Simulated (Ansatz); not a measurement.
**K_i (8-fold void) in KCl (Fm-3m): charge-transition levels and formation energies**

Aim: at which Fermi levels does K_i (8-fold void) in KCl (Fm-3m) change its charge? The model is a cell of 54 host atoms with 1 K put in.

Calculated with Ansatz 0.2.0; place-levels on PBEsol runs: charge-transition levels and formation energies with image-charge correction and potential alignment at the atomic sites.

### Step 1. The structure

The cell holds 55 atoms: 28 K and 27 Cl. Its edges and angles: a = 13.243 Å, b = 13.243 Å, c = 13.243 Å, α = 60.0°, β = 60.0°, γ = 60.0°. It derives from KCl (space group Fm-3m). Nearest the centre at fractional (0.750, 0.083, 0.750): K55 at 0.00 Å, Cl54 at 2.70 Å, K41 at 2.70 Å, K5 at 2.70 Å, Cl40 at 2.70 Å, K37 at 2.70 Å, Cl24 at 2.70 Å, Cl42 at 2.70 Å.

Coordinates:

```xyz
55
Lattice="0.0000 9.3644 9.3644 9.3644 0.0000 9.3644 9.3644 9.3644 0.0000" Properties=species:S:1:pos:R:3 pbc="T T T"
K     0.0000    0.0000    0.0000
Cl    3.1215    3.1215    3.1215
K     3.1215    3.1215    0.0000
Cl    6.2430    6.2430    3.1215
K     6.2430    6.2430    0.0000
Cl    9.3644    9.3644    3.1215
K     3.1215    0.0000    3.1215
Cl    6.2430    3.1215    6.2430
K     6.2430    3.1215    3.1215
Cl    9.3644    6.2430    6.2430
K     9.3644    6.2430    3.1215
Cl   12.4859    9.3644    6.2430
K     6.2430    0.0000    6.2430
Cl    9.3644    3.1215    9.3644
K     9.3644    3.1215    6.2430
Cl   12.4859    6.2430    9.3644
K    12.4859    6.2430    6.2430
Cl   15.6074    9.3644    9.3644
K     0.0000    3.1215    3.1215
Cl    3.1215    6.2430    6.2430
K     3.1215    6.2430    3.1215
Cl    6.2430    9.3644    6.2430
K     6.2430    9.3644    3.1215
Cl    9.3644   12.4859    6.2430
K     3.1215    3.1215    6.2430
Cl    6.2430    6.2430    9.3644
K     6.2430    6.2430    6.2430
Cl    9.3644    9.3644    9.3644
K     9.3644    9.3644    6.2430
Cl   12.4859   12.4859    9.3644
K     6.2430    3.1215    9.3644
Cl    9.3644    6.2430   12.4859
K     9.3644    6.2430    9.3644
Cl   12.4859    9.3644   12.4859
K    12.4859    9.3644    9.3644
Cl   15.6074   12.4859   12.4859
K     0.0000    6.2430    6.2430
Cl    3.1215    9.3644    9.3644
K     3.1215    9.3644    6.2430
Cl    6.2430   12.4859    9.3644
K     6.2430   12.4859    6.2430
Cl    9.3644   15.6074    9.3644
K     3.1215    6.2430    9.3644
Cl    6.2430    9.3644   12.4859
K     6.2430    9.3644    9.3644
Cl    9.3644   12.4859   12.4859
K     9.3644   12.4859    9.3644
Cl   12.4859   15.6074   12.4859
K     6.2430    6.2430   12.4859
Cl    9.3644    9.3644   15.6074
K     9.3644    9.3644   12.4859
Cl   12.4859   12.4859   15.6074
K    12.4859   12.4859   12.4859
Cl   15.6074   15.6074   15.6074
K     7.8037   14.0467    7.8037
```

Screening for the image-charge correction: ε∞ = 2.38, ε0 = 5.25, from a response run on this crystal (DFPT, PBEsol) at that run's own cell.

The cell's shortest repeat is 13.2 Å.

### Step 2. What was run first

Levels follow from differences of total energies between charge states, each relaxed by itself.

Each atom starts 0.05 Å or so off its site in a random direction: a symmetric start keeps its symmetry, and would miss off-centre moves and Jahn–Teller distortions. Forces are taken at one point at (¼, ¼, ¼). The cell holds 1 electron more than the neutral one, with a uniform background that keeps it neutral on the whole.

The sampling was tested on the host first: at the k-points planned (1x1x1 shifted 0.25 0.25 0.25) its energy lies 0.001 eV an atom from the dense-mesh value, under the bound of 0.02 eV set for this test; that bounds the host's error, not the defect's.

One state's input; the others differ in charge, spin, start and seed, and in occupations where the table says so.

qm1.relax/input.yaml

```yaml
crystal:
  lattice:
    - [0.0, 3.12148172, 3.12148172]
    - [3.12148172, 0.0, 3.12148172]
    - [3.12148172, 3.12148172, 0.0]
  atoms:
    - { symbol: K, position: [0.0, 0.0, 0.0] }
    - { symbol: Cl, position: [0.5, 0.5, 0.5] }
  supercell: [3, 3, 3]
  defects: [{ interstitial: { symbol: K, position: [0.75, 0.083333, 0.75] } }]
total_charge: -1
basis:
  ecutwfc: 420
  xc_grid: 2
hamiltonian:
  xc: pbesol
kpoints:
  mp_grid: { grid: [1, 1, 1], shift: [0.25, 0.25, 0.25] }
scf:
  occupations: { method: fixed }
  max_iter: 60
output:
  forces: true
  charged_corrections: { epsilon: 2.38, static_epsilon: 5.25 }
relax:
  f_tol: 0.02
  max_steps: 80
  random_displacement: { amplitude: 0.05, seed: 62 }
checkpoint:
  write: "../qm1.relax.run"
  compress: false
  write_wavefunctions: true
  write_every: 100000
```

Command:

```
$ ansatz run input.yaml --threads 4 --pin off --max-ram 14131MiB --backend cpu --events-out ev --progress --plain --runs-dir out
```

The relaxed structure is kept and the sampling changed to a 2×2×2 shifted mesh.

The run of this state that the levels use, under PBEsol:

qm1.point/input.yaml

```yaml
crystal:
  checkpoint: "../qm1.relax.run"
  host: checkpoint
total_charge: -1
basis:
  ecutwfc: 420
  xc_grid: 2
hamiltonian:
  xc: pbesol
kpoints:
  mp_grid: { grid: [2, 2, 2], shift: [0.5, 0.5, 0.5] }
scf:
  occupations: { method: fermi_dirac, width: 0.01 }
  max_iter: 60
output:
  forces: true
  eigenvalues: true
  charged_corrections:
    epsilon: 2.38
    static_epsilon: 5.25
    defect_position: [0.75, 0.083333, 0.75]
  eigenstates: { localisation: true }
  populations: true
  band_densities: [{ bands: [v1, v1] }, { bands: [c1, c1] }]
  write_density: true
  write_potential: true
  volumetric_format: npy
checkpoint:
  read: "../qm1.relax.run"
  write: "../qm1.point.run"
  compress: false
  write_wavefunctions: false
  write_every: 100000
```

Relaxations under PBEsol at one point at (¼, ¼, ¼); times on 4 threads of Arm Neoverse V2, shared host:

| charge | moment (μB) | occupations | outcome | steps | largest displacement against the far atoms (Å) | time |
| --- | --- | --- | --- | --- | --- | --- |
| −1 | 0 | fixed | converged | 5 | 0.46 | 71 s |
| 0 | 1 | fixed | converged | 5 | 0.45 | 2.5 min |
| +1 | 0 | fixed | converged | 5 | 0.44 | 69 s |

Single points under PBEsol at a 2×2×2 shifted mesh; times on 4 threads of Arm Neoverse V2, shared host:

| charge | moment (μB) | occupations | outcome | time |
| --- | --- | --- | --- | --- |
| −1 | 0 | fermi-dirac | converged | 2 min |
| 0 | 1 | fermi-dirac | converged | 3.9 min |
| +1 | 0 | fermi-dirac | converged | 1.8 min |

Distances (Å) from K55 to the nearest atoms after relaxation with PBEsol:

| charge | moment (μB) | 1. | 2. | 3. | 4. | 5. | 6. |
| --- | --- | --- | --- | --- | --- | --- | --- |
| −1 | 0 | Cl 2.82 | Cl 2.82 | Cl 2.82 | Cl 2.83 | K 3.16 | K 3.16 |
| 0 | 1 | Cl 2.81 | Cl 2.81 | Cl 2.81 | Cl 2.81 | K 3.15 | K 3.15 |
| +1 | 0 | Cl 2.80 | Cl 2.80 | Cl 2.80 | Cl 2.80 | K 3.14 | K 3.14 |

### Step 3. place-levels, PBEsol

A charged cell interacts with its images and the background, and its potential has another zero than the host's. place-levels removes the first by a point-charge model, screened by the static dielectric constant since the ions have relaxed around the charge, and the second by comparing potentials at atoms far from the defect.

The host is a run of the defect-free crystal in the same cutoffs, grids and k-points, so that basis and sampling errors cancel in part in the differences. The host is run in a cell of 2 atoms on a matching mesh. Its band edges are searched through the zone by a band path, so the gap is smaller than, or equal to, that on the mesh. Chemical potentials are energies per atom of K (bcc), run with the same functional and cutoff.

levels.point.yaml

```yaml
host:
  run: host.point.run
states: [qm1.point.run, q0_M1.point.run, qp1.point.run]
geometry_from:
  qm1.point.run: qm1.relax.run
  q0_M1.point.run: q0_M1.relax.run
  qp1.point.run: qp1.relax.run
chemical_potentials:
  K:
    energy: -1516.029766
    dataset: <sha256 of the dataset>
epsilon: 2.38
static_epsilon: 5.25
vertical:
  - { from: qm1.point.run, to: qm1.point_neutral.run }
  - { from: qp1.point.run, to: qp1.point_neutral.run }
```

Command:

```
$ ansatz place-levels levels.point.yaml -- --threads 4 --pin off --max-ram 14131MiB
```

Numbers of over 12 decimals in the logs are rounded to 6 here.

The log of the run:

```text
[... repeated set-up lines and file paths are left out, and long positions are rounded to six places ...]
(+1/0) 5.143 eV above the valence edge, in the conduction band
(0/-1) 5.148 eV above the valence edge (+5.635 eV without the band-filling correction), in the conduction band
formation energy of charge +1: -2.579 eV with the Fermi level at the valence edge
formation energy of charge 0: +2.564 eV with the Fermi level at the valence edge
formation energy of charge -1: +7.711 eV with the Fermi level at the valence edge
vertical -1 to 0: no energy, since no alignment is typed
  the change from vertical[0].from (qm1.point.run) to vertical[0].to (qm1.point_neutral.run): by its potential at epsilon 2.38 it stands at 0.706 0.040 0.707, with an rms radius of about 6.2 Å (3.6 3.6 3.6 Å across the planes of the cell's vectors); [...]
vertical +1 to 0: no energy, since no alignment is typed
  the change from vertical[1].from (qp1.point.run) to vertical[1].to (qp1.point_neutral.run): by its potential at epsilon 2.38 it stands at 0.719 0.052 0.718, with an rms radius of about 5.8 Å (3.3 3.3 3.3 Å across the planes of the cell's vectors); [...]
  edges by pbesol, gap 5.103 eV; the host is sampled to repeats of 26.49 Å
  the defect's cells are sampled to repeats of 26.49 Å, like sampling
  charge +1: -71199.5683 eV with its correction of +0.517 eV, at epsilon 5.25, aligned at sites: +0.1808 eV, mean over 22 atomic sites at or beyond 6.62 Å from the defect at [0.7500, 0.0833, 0.7500], with +0.000000 for the charge's moments and without [...]
  charge 0: +0.000 eV for its dipole among its images, +0.000 omitted
  charge -1: -71186.8947 eV with its correction of +0.003 eV, at epsilon 5.25, aligned at sites: +0.3323 eV, mean over 22 atomic sites at or beyond 6.62 Å from the defect at [0.7500, 0.0833, 0.7500], with +0.000000 for the charge's moments and without [...]
  of states[2] (qp1.point.run): it parts from the run at its places by a charge that spreads by about 3.3 Å along one vector (1.9 Å or more is wide), by its potential at epsilon 2.38, taken for that of held ions (one typed too small widens it), where the cell [...]
  of states[1] (q0_M1.point.run): its alignment with the host at atomic sites is doubtful: the mean over the far sites moves by -0.0543 eV from their farther parts to their nearer, more than 0.05 eV. [...]
  of states[0] (qm1.point.run): how wide its charge is, is not read beside other atoms or cores, and a band state would take no correction. [...]
  of vertical[0].from (qm1.point.run): its displacements don't fall off away from the defect: farther atoms stand 0.041 Å off the host's places. [...]
  of vertical[0].to (qm1.point_neutral.run): its displacements don't fall off away from the defect: farther atoms stand 0.041 Å off the host's places. [...]
  of vertical[1].from (qp1.point.run): its displacements don't fall off away from the defect: farther atoms stand 0.033 Å off the host's places. [...]
  of vertical[1].to (qp1.point_neutral.run): its displacements don't fall off away from the defect: farther atoms stand 0.033 Å off the host's places. [...]
```

It took 0.25 s on 4 threads of Arm Neoverse V2, shared host.

Under PBEsol the gap is 5.10 eV, (+1/0) 5.14 (outside the gap), (0/−1) 5.15 (outside the gap) (with band filling) eV.

Levels between the charges placed, in eV above the valence top:

|  | gap (eV) | (+1/0) | (0/−1) |
| --- | --- | --- | --- |
| PBEsol | 5.10 | 5.14 | 5.15 |

Corrections by state:

| charge | moment (μB) | image terms and alignment (eV) | band filling (eV) | ε used | over the lowest of its charge, as the program ranks them, band filling apart (eV) |
| --- | --- | --- | --- | --- | --- |
| +1 | 0.0 | 0.517 | - | 5.25 | 0.000 |
| 0 | 1.0 | 0.000 | - | - | 0.000 |
| −1 | 0.0 | 0.003 | -0.488 | 5.25 | 0.000 |

The charged structures listed were also run neutral, and place-levels reads from each pair, by the potential or the spins, how wide the charge is by which they differ; that can be the carrier of either run.

| charge | rms radius (Å) | spread where it is widest against the cell (Å) | wide from (Å) | reading |
| --- | --- | --- | --- | --- |
| +1 | 5.8 | 3.33 | 1.87 | wide |
| −1 | 6.2 | 3.60 | 1.87 | wide |

The neutral runs of these pairs need not share the spin of the lowest neutral state, and very wide values only mean spread over the cell.

From the program's caveats on the states, each cut to its opening words:

- charge +1: it parts from the run at its places by a charge that spreads by about 3.3 Å along one vector (1.9 Å or more is wide), by its potential at epsilon 2.38, taken [...]
- charge +1: its displacements don't fall off away from the defect: farther atoms stand 0.033 Å off the host's places
- charge 0 (1 μB): its alignment with the host at atomic sites is doubtful: the mean over the far sites moves by -0.0543 eV from their farther parts to their nearer, more than [...]
- charge 0 (1 μB): its displacements don't fall off away from the defect: farther atoms stand 0.037 Å off the host's places
- charge 0 (1 μB): its moments are held at its close (magnetization.spin_locking), by a field of 0.155 eV a Bohr magneton, and its energy and levels are of the state that this [...]
- charge −1: how wide its charge is, is not read beside other atoms or cores, and a band state would take no correction
- charge −1: a band-filling correction moves a carrier to the host's band edge, which changes its energy by -0.488 eV
- charge −1: its alignment with the host at atomic sites is doubtful: the mean over the far sites moves by -0.0816 eV from their farther parts to their nearer, more than [...]
- charge −1: its displacements don't fall off away from the defect: farther atoms stand 0.041 Å off the host's places

The host's formation energy from the elements is -2.000 eV per atom; it sets how far the chemical potentials can move.

Formation energies (eV), Cl-rich (Δμ(Cl) = 0.00 eV, Δμ(K) = -4.00 eV):

| charge | Fermi level at the valence top | at the conduction bottom |
| --- | --- | --- |
| +1 | 1.42 | 6.52 |
| 0 | 6.56 | 6.56 |
| −1 | 11.71 | 6.61 |

Formation energies (eV), K-rich (Δμ(K) = 0.00 eV, Δμ(Cl) = -4.00 eV):

| charge | Fermi level at the valence top | at the conduction bottom |
| --- | --- | --- |
| +1 | -2.58 | 2.52 |
| 0 | 2.56 | 2.56 |
| −1 | 7.71 | 2.61 |

### Step 4. Effect of the sampling

The relaxations' own energies give the levels at their sampling, for comparison.

levels.relax_mesh.yaml

```yaml
host:
  run: host.relax.run
states: [qm1.relax.run, q0_M1.relax.run, qp1.relax.run]
chemical_potentials:
  K:
    energy: -1516.029766
    dataset: <sha256 of the dataset>
```

Command:

```
$ ansatz place-levels levels.relax_mesh.yaml -- --threads 4 --pin off --max-ram 14131MiB
```

The log of the run:

```text
(+1/0) 4.852 eV above the valence edge, 0.250 eV under the conduction edge
[...]
formation energy of charge +1: -2.580 eV with the Fermi level at the valence edge
formation energy of charge 0: +2.272 eV with the Fermi level at the valence edge
formation energy of charge -1: +7.426 eV with the Fermi level at the valence edge
  edges by pbesol, gap 5.102 eV; the host is sampled to repeats of 13.24 Å
[... the lines on each state left out ...]
```

Wall time 0.08 s (4 threads).

Levels between neighbouring charges, in eV above the valence top:

|  | gap (eV) | (+1/0) | (0/−1) |
| --- | --- | --- | --- |
| one point at (¼, ¼, ¼) | 5.10 | 4.85 | 5.15 |
| a 2×2×2 shifted mesh | 5.10 | 5.14 | 5.15 |

Going from one point at (¼, ¼, ¼) to a 2×2×2 shifted mesh moves the levels that carry no band-filling term by up to 0.29 eV and formation energies against the elements by up to 0.29 eV; band-filling terms, which differ between samplings, are in these energies.

### Step 5. Placing the levels, r2SCAN

r2SCAN on the same structure is run to see how far the result rests on the functional, though not on the errors that semilocal functionals share; the sampling changes too, to one point at (¼, ¼, ¼), so differences hold both changes.

qm1.r2scan/input.yaml

```yaml
crystal:
  checkpoint: "../qm1.relax.run"
  host: checkpoint
total_charge: -1
basis:
  ecutwfc: 500
  xc_grid: 2
hamiltonian:
  xc: r2scan
kpoints:
  mp_grid: { grid: [1, 1, 1], shift: [0.25, 0.25, 0.25] }
scf:
  occupations: { method: fermi_dirac, width: 0.01 }
  max_iter: 60
output:
  forces: true
  eigenvalues: true
  charged_corrections:
    epsilon: 2.38
    static_epsilon: 5.25
    defect_position: [0.75, 0.083333, 0.75]
checkpoint:
  write: "../qm1.r2scan.run"
  compress: false
  write_wavefunctions: false
  write_every: 100000
```

Run time: 36 s. Hardware: 4 threads; peak memory 3.5 GiB.

levels.r2scan.yaml

```yaml
host:
  run: host.r2scan.run
  levels_from: { run: edges.r2scan.run }
states: [qm1.r2scan.run, q0_M1.r2scan.run, qp1.r2scan.run]
geometry_from:
  qm1.r2scan.run: qm1.relax.run
  q0_M1.r2scan.run: q0_M1.relax.run
  qp1.r2scan.run: qp1.relax.run
chemical_potentials:
  K:
    energy: -1542.480493
    dataset: <sha256 of the dataset>
```

Command:

```
$ ansatz place-levels levels.r2scan.yaml -- --threads 4 --pin off --max-ram 14131MiB
```

The log of the run:

```text
(+1/0) 5.657 eV above the valence edge, 0.255 eV under the conduction edge
[...]
formation energy of charge +1: -2.843 eV with the Fermi level at the valence edge
formation energy of charge 0: +2.814 eV with the Fermi level at the valence edge
formation energy of charge -1: +8.763 eV with the Fermi level at the valence edge
  edges by r2scan of host.levels_from (edges.r2scan.run), its mesh sampled to repeats of 35.32 Å (the valence edge +0.023 eV and the conduction edge -0.177 eV from those of the host's own run), gap 5.912 eV; the host is sampled to repeats of 13.24 Å
[... the lines on each state left out ...]
```

It took 0.16 s on 4 threads.

Under r2SCAN the gap is 5.91 eV, (+1/0) 5.66, (0/−1) 5.95 (outside the gap) (with band filling) eV.

### Step 6. The ladder

Levels between neighbouring charges, in eV above each run's own valence top:

|  | gap (eV) | (+1/0) | (0/−1) | CPU time a state at this stage (restarts are quicker than cold starts) |
| --- | --- | --- | --- | --- |
| PBEsol, 2×2×2 shifted mesh | 5.10 | 5.14 | 5.15 | 9.8 min |
| r2SCAN on PBEsol structures, (¼, ¼, ¼) | 5.91 | 5.66 | 5.95 | 4.1 min |

### Step 7. Summary of results

```
gap of the host                                                          : 5.10 eV (PBEsol)
level (plus 1/0)                                                         : 5.14 eV above the valence top, past the conduction bottom
level (0/minus 1)                                                        : 5.15 eV above the valence top, past the conduction bottom (5.64 eV above the valence top without the band-filling term)
lowest of the charges placed, just above the valence top (0.02 eV)       : +1
lowest of the charges placed, just below the conduction bottom (0.02 eV) : +1
lowest formation energy at mid-gap of the charges run, Cl-rich           : 3.97 eV
lowest formation energy at mid-gap of the charges run, K-rich            : -0.03 eV
```

Of the charges placed (−1, 0 and +1), +1 is the lowest from 0.02 eV above the valence top to 0.02 eV below the conduction bottom, a gap of 5.10 eV. (+1/0) lies 0.04 eV from a band edge, less than the doubt on such levels. Charges above +1 were not placed, so these runs say nothing of levels that involve them. States placed: +1 at 0 μB; 0 at 1 μB; −1 at 0 μB. Other spin states or structures, where not listed, weren't placed. The program finds carriers beyond a band edge of the host and adds a band-filling term at charge −1 (-0.49 eV); steps to such a charge show no bound level, and a defect level inside a band would be read the same way. Going from one point at (¼, ¼, ¼) to a 2×2×2 shifted mesh moves the levels that carry no band-filling term by up to 0.29 eV and formation energies against the elements by up to 0.29 eV; band-filling terms, which differ between samplings, are in these energies. The program doubts the alignment of potentials for at least one state, a sign that the cell is small. Keep in mind: PBEsol makes the gap too small and tends to spread out bound carriers; where a gas molecule sets a chemical potential or the host's formation energy, its binding is uncorrected.

[Logs are printed without paths, hosts, clocks, repeated set-up lines and the standing remarks that a program may print on its own settings, such as how far it seeks lower states.]

[Hosts, paths, dates, database ids (printed as entryN), source tags and the programs' standing remarks are cut or masked in the printed files.]

[Where a table of states has a column of steps, it counts the stored structures, which are thinned; the runs took as many ionic steps or more.]

[A defect's name tells the site on which it was built; relaxed atoms can leave that site.]

[For some hosts the program warned that the k-mesh of the response run may be too coarse for force constants and the static dielectric constant; such warnings are not shown here.]
